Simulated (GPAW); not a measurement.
# BaTiO3 (Barioperovskite) (Amm2) in GPAW: equation of state

Aim: energy against volume of BaTiO3 (Barioperovskite) in PBEsol, for its equilibrium volume and stiffness.

Everything below comes from runs of GPAW 26.7.0. Logs are shortened: lines on timing, memory, paths and dates and some standing lists are left out, and cuts for length are marked. The log counts tension as positive stress, the text compression.

## (1) The crystal as given

Symmetry: Amm2, No. 38, orthorhombic system. Conventional cell: a = 3.986 Å, b = 5.674 Å, c = 5.690 Å, α = 90.00°, β = 90.00°, γ = 90.00°. Ba (site symmetry mm2) is surrounded by 12 O at 2.77 to 2.92 Å. Ti (site symmetry mm2) is surrounded by 6 O at 1.93 to 2.09 Å. O (site symmetry m) has 2 Ti at 1.93 to 2.09 Å as nearest neighbours. O (site symmetry mm2) has 2 Ti at 2.00 Å as nearest neighbours.

## (2) Equation of state, PBEsol

Input file run.py:

```python
from ase import Atoms
from ase.eos import EquationOfState
from ase.io import Trajectory
from ase.units import GPa
from ase.parallel import parprint
from gpaw import GPAW, PW, setup_paths

setup_paths.insert(0, '.')

atoms = Atoms(['Ba', 'Ti', 'O', 'O', 'O'],
              cell=[[3.9855, 0.0, 0.0],
                    [0.0, 2.8369, 2.84515],
                    [0.0, -2.8369, 2.84515]],
              scaled_positions=[[0.0, 0.0, 0.0],
                                [0.5, 0.5124, 0.5124],
                                [0.5, 0.99184, 0.50524],
                                [0.5, 0.50524, 0.99184],
                                [0.0, 0.4874, 0.4874]],
              pbc=True)

traj = Trajectory('eos.traj', 'w')
volumes, energies = [], []
for x in [0.94, 0.96, 0.98, 1.0, 1.02, 1.04, 1.06]:
    a = atoms.copy()
    a.set_cell(atoms.cell * x**(1 / 3), scale_atoms=True)
    calc = GPAW(mode=PW(800),
                xc='PBEsol',
                kpts={'size': (7, 7, 7), 'gamma': True},
                occupations={'name': 'fermi-dirac', 'width': 0.05},
                nbands=36,
                convergence={'density': 1e-05, 'energy': 1e-05},
                maxiter=150,
                txt=f'eos-{x:.2f}.txt')
    a.calc = calc
    energies.append(a.get_potential_energy(force_consistent=True))
    volumes.append(a.get_volume())
    p = -a.get_stress()[:3].mean() / GPa
    calc.write(f'eos-{x:.2f}.gpw')
    traj.write(a)
    parprint(f'{x:.2f} {volumes[-1]:10.4f} A^3 {energies[-1]:14.6f} eV {p:9.3f} GPa', flush=True)

v0, e0, B = EquationOfState(volumes, energies, eos='birchmurnaghan').fit()
parprint(f'V0 = {v0:.4f} A^3, E0 = {e0:.6f} eV, B0 = {B / GPa:.2f} GPa')
```

Potentials or basis: PAW data sets generated in the run's folder for this functional, pw.

Started as:

```console
> gpaw-setup -f PBEsol Ba O Ti
> OMP_NUM_THREADS=1 mpirun -n 4 gpaw python run.py
```

What it wrote:

```text
__  _  _
 | _ |_)|_||  |
 |__||  | ||/\| - 26.7.0

Input parameters:
  mode=PW(ecut=800.0),
  convergence={'density': 1e-05, 'energy': 1e-05},
  kpts=MonkhorstPack(size=(7, 7, 7), gamma=True),
  maxiter=150,
  nbands=36,
  occupations=Occupations(name='fermi-dirac', width=0.05),
  xc=XC(name='PBEsol')

Diagonalizing LCAO Hamiltonian
Converting LCAO to pw mode

              O
            O
        O    Ti

        Ba

Atoms  # Å, Bohr magnetons
|   | symbol |        x |         y |        z |    initial magnetic moments |
|---|--------|----------|-----------|----------|-----------------------------|
| 0 |     Ba | 0.000000 |  0.000000 | 0.000000 | ( 0.0000,  0.0000,  0.0000) |
| 1 |     Ti | 1.952070 |  0.000000 | 2.856189 | ( 0.0000,  0.0000,  0.0000) |
| 2 |      O | 1.952070 |  1.352255 | 4.172466 | ( 0.0000,  0.0000,  0.0000) |
| 3 |      O | 1.952070 | -1.352255 | 4.172466 | ( 0.0000,  0.0000,  0.0000) |
| 4 |      O | 0.000000 | -0.000000 | 2.716835 | ( 0.0000,  0.0000,  0.0000) |

Unit cell  # Å
| periodic |        x |         y |        z |  lengths |    angles |
|----------|----------|-----------|----------|----------|-----------|
|      yes | 3.904140 |  0.000000 | 0.000000 | 3.904140 | 89.833620 |
|      yes | 0.000000 |  2.778988 | 2.787069 | 3.935801 | 90.000000 |
|      yes | 0.000000 | -2.778988 | 2.787069 | 3.935801 | 90.000000 |

Number of symmetries: 4
Symmetry operations  # r_c * U_cc + t_c -> r_c
|   | kind |            matrix            |
|---|------|------------------------------|
| 0 |  E   |  1, 0, 0,  0, 1, 0,  0, 0, 1 |
| 1 |  σ   |  1, 0, 0,  0, 0, 1,  0, 1, 0 |
| 2 |  σ   | -1, 0, 0,  0, 1, 0,  0, 0, 1 |
| 3 |  C2  | -1, 0, 0,  0, 0, 1,  0, 1, 0 |

BZ-sampling:
  Number of BZ points: 343
  Number of IBZ points: 64

  Monkhorst-Pack size: [7, 7, 7]
  Monkhorst-Pack shift: [0, 0, 0]

K-points  # in reciprocal-cell coordinates
|     |                                coordinates |     weight |
|-----|--------------------------------------------|------------|
|   0 | (  0.00000000,   0.00000000,   0.00000000) | 0.00291545 |
|   1 | (  0.00000000,   0.14285714,  -0.14285714) | 0.00583090 |
|   2 | (  0.00000000,   0.14285714,   0.00000000) | 0.01166181 |
|   3 | (  0.00000000,   0.14285714,   0.14285714) | 0.00583090 |
|   4 | (  0.00000000,   0.28571429,  -0.28571429) | 0.00583090 |
|   5 | (  0.00000000,   0.28571429,  -0.14285714) | 0.01166181 |
|   6 | (  0.00000000,   0.28571429,   0.00000000) | 0.01166181 |
|   7 | (  0.00000000,   0.28571429,   0.14285714) | 0.01166181 |
|   8 | (  0.00000000,   0.28571429,   0.28571429) | 0.00583090 |
|   9 | (  0.00000000,   0.42857143,  -0.42857143) | 0.00583090 |
| ... |                                            |            |
|  63 | (  0.42857143,   0.42857143,   0.42857143) | 0.01166181 |

Plane wave coefficients: 3122
Cutoff: 800.0 eV

Spin-components: 1 (collinear spins)
Bands:           36
Projectors:      27
Spin-degeneracy: 2
Datatype:        complex128

Parallelization:
  kpt:    4
  domain: 1
  band:   1

Density:
  Valence electrons: 40.0
  Components: 1
  Grid points: [27 27 27]
  Charge: 0.0  # |e|

Potential:
  Grid points: [27 27 27]

species:
  Ba:
    name:    Barium
    Z:       56.0
    valence: 10
    core:    46
    charge:  0.0  # [|e|]
    compensation charges:
      type: gauss
      rc: 0.37  # [Å]
      lmax: 2
    cutoffs:
      filter: 2.06  # [Å]
      core: 2.33  # [Å]
    projectors
    | kind |    occ | energy [eV] | rcut [Å] |
    |------|--------|-------------|----------|
    |   5s |  2.000 |     -33.673 |    1.164 |
    |   6s |  2.000 |      -3.245 |    1.164 |
    |   5p |  6.000 |     -18.749 |    1.164 |
    |    p |        |       0.000 |    1.164 |
    |    d |        |       0.000 |    1.164 |
    |    d |        |      27.211 |    1.164 |

    Using partial waves for Ba as LCAO basis

  Ti:
    name:    Titanium
    Z:       22.0
    valence: 12
    core:    10
    charge:  0.0  # [|e|]
    compensation charges:
      type: gauss
      rc: 0.38  # [Å]
      lmax: 2
    cutoffs:
      filter: 2.23  # [Å]
      core: 1.02  # [Å]
    projectors
    | kind |    occ | energy [eV] | rcut [Å] |
    |------|--------|-------------|----------|
    |   3s |  2.000 |     -62.441 |    1.270 |
    |   4s |  2.000 |      -4.477 |    1.270 |
    |   3p |  6.000 |     -38.776 |    1.058 |
    |   4p |  0.000 |      -1.449 |    1.058 |
    |   3d |  2.000 |      -4.275 |    1.058 |
    |    d |        |      22.937 |    1.058 |

    Using partial waves for Ti as LCAO basis

  O:
    name:    Oxygen
    Z:       8.0
    valence: 6
    core:    2
    charge:  0.0  # [|e|]
    compensation charges:
      type: gauss
      rc: 0.21  # [Å]
      lmax: 2
    cutoffs:
      filter: 1.17  # [Å]
      core: 0.83  # [Å]
    projectors
    | kind |    occ | energy [eV] | rcut [Å] |
    |------|--------|-------------|----------|
    |   2s |  2.000 |     -23.808 |    0.688 |
    |   2p |  4.000 |      -8.972 |    0.598 |
    |    s |        |       3.404 |    0.688 |
    |    p |        |      18.239 |    0.598 |
    |    d |        |       0.000 |    0.619 |

    Using partial waves for O as LCAO basis

Reference energy: -250490.376484  # eV

eigensolver:
  PPCG
  Converge bands: occupied
  niter=2

density mixing:
  MSR1-Mixer
  Pratt-step length: 0.05
  Maximum mixing coefficient: 0.75
  Old densities: 10
  SVD Regularization: 0.005
  Good broyden scale: 1.0
  Trust region scale: 1.0
  Backstep threshold: 4.0
  History deletion threshold: 6.0
  Fourier metric: weight=20.0, sigma=0.015

occupation numbers:
  Fermi-Dirac:
    width: 0.0500  # eV

poisson solver:
  ecut: 6400.0  # eV

xc functional:
  name: PBEsol with 2 nearest neighbor stencil

convergence criteria:
- Maximum integral of absolute [dens]ity change: 1e-05 electrons / valence electron
- Maximum [total energy] change in last 3 cyles: 1e-05 eV / valence electron
- Maximum integral of absolute [eigenst]ate change: 4e-08 eV^2 / valence electron
maximum number of iterations: 150

SCF iterations
|iter     | |      energy | eigst |  dens |
|---------|-|-------------|-------|-------|
|iter:   1| |  -46.321536 | +0.31 |       |
|iter:   2| |  -44.796934 | -1.42 | -0.89 |
|iter:   3| |  -41.565242 | -0.96 | -0.96 |
|iter:   4| |  -41.419453 | -2.33 | -1.51 |
|iter:   5| |  -41.398767 | -3.04 | -1.69 |
|iter:   6| |  -41.399704 | -3.74 | -2.03 |
|iter:   7| |  -41.399791 | -4.55 | -2.83 |
|iter:   8| |  -41.399725c| -5.15 | -3.15 |
|iter:   9| |  -41.399721c| -6.46 | -3.61 |
|iter:  10| |  -41.399721c| -7.78c| -4.14 |
|iter:  11| |  -41.399721c| -8.53c| -5.16c|

Converged in 11 steps
Energy contributions relative to reference atoms: (reference = -250490.376484)

Energy contributions:
  Kinetic:          55.051099
  Coulomb:         -55.311384
  Zero:              0.804925
  External:          0.000000
  Xc:              -41.944361
  Entropy:          -0.000000
  Spinorbit:         0.000000
  ----------------------------
  Free energy:     -41.399721
  Extrapolated:    -41.399721

dipole moment: (-34.540295, 0.000000, -19.030165)  # |e|*Ang

Fermi level: 9.204
Eigenvalues  # (at kpt = [0.000, 0.000, 0.000])
| band index |      eig [eV] | occ [0-2] |
|------------|---------------|-----------|
|          0 |       -47.734 |     2.000 |
|        ... |               |           |
|         12 |         5.966 |     2.000 |
|         13 |         5.967 |     2.000 |
|         14 |         6.885 |     2.000 |
|         15 |         6.946 |     2.000 |
|         16 |         7.002 |     2.000 |
|         17 |         7.922 |     2.000 |
|         18 |         8.045 |     2.000 |
|         19 |         8.094 |     2.000 |
|         20 |        10.186 |     0.000 |
|         21 |        10.254 |     0.000 |
|         22 |        10.439 |     0.000 |
|         23 |        12.747 |     0.000 |
|         24 |        12.808 |     0.000 |
|         25 |        13.186 |     0.000 |
|         26 |        13.298 |     0.000 |
|         27 |        16.098 |     0.000 |
|        ... |               |           |
|         35 |        27.664 |     0.000 |

Gap: 2.043 eV
Transition (v -> c):
  (s=0, k=63, n=19, [0.43, 0.43, 0.43]) -> (s=0, k=0, n=20, [0.00, 0.00, 0.00])
Direct/indirect transitions are different
Direct gap: 2.092 eV
Transition at: (s=0, k=0, n=19, [0.00, 0.00, 0.00])

Stress tensor  # eV/Ang^3
|         x |         y |         z |
|-----------|-----------|-----------|
| -0.059816 |  0.000000 |  0.000000 |
|  0.000000 | -0.060719 |  0.000000 |
|  0.000000 |  0.000000 | -0.056076 |

# Writing to eos-0.94.gpw (mode='')
```

eos-0.96.txt:

```text
SCF iterations
|iter     | |      energy | eigst |  dens |
|---------|-|-------------|-------|-------|
|iter:   1| |  -46.402163 | +0.30 |       |
|iter:   2| |  -44.853140 | -1.41 | -0.89 |
|iter:   3| |  -41.641292 | -0.95 | -0.96 |
|iter:   4| |  -41.483421 | -2.29 | -1.49 |
|iter:   5| |  -41.458405 | -2.98 | -1.68 |
[... 51 lines left out ...]
  (s=0, k=63, n=19, [0.43, 0.43, 0.43]) -> (s=0, k=0, n=20, [0.00, 0.00, 0.00])
Direct/indirect transitions are different
Direct gap: 2.075 eV
Transition at: (s=0, k=0, n=19, [0.00, 0.00, 0.00])

Stress tensor  # eV/Ang^3
|         x |         y |         z |
|-----------|-----------|-----------|
| -0.032172 |  0.000000 |  0.000000 |
|  0.000000 | -0.033065 |  0.000000 |
|  0.000000 |  0.000000 | -0.028669 |

# Writing to eos-0.96.gpw (mode='')
```

Wall time 6.8 min (4 MPI ranks of Intel Xeon Platinum 8175M at 2.50GHz (Skylake/Cascade Lake), shared host); peak memory 0.38 GiB.

What came out:

```yaml
Equilibrium_volume: 12.70 Å³/atom
Bulk_modulus_at_fixed_shape_and_positions: 177 GPa
Pressure_derivative_of_the_bulk_modulus: 4.6
```

Energy against volume, from the lowest point:
| volume (Å³/atom) | energy (meV/atom) |
| --- | --- |
| 12.095 | 17.13 |
| 12.353 | 5.22 |
| 12.610 | 0.00 |
| 12.867 | 0.81 |
| 13.125 | 6.99 |
| 13.382 | 17.94 |
| 13.639 | 33.18 |

Caveat: the cell was scaled at fixed shape and fractional positions, which overstates the stiffness of a crystal with free parameters, most of all of layers and chains. Spin-orbit coupling is left out, which matters for the levels of Ba.
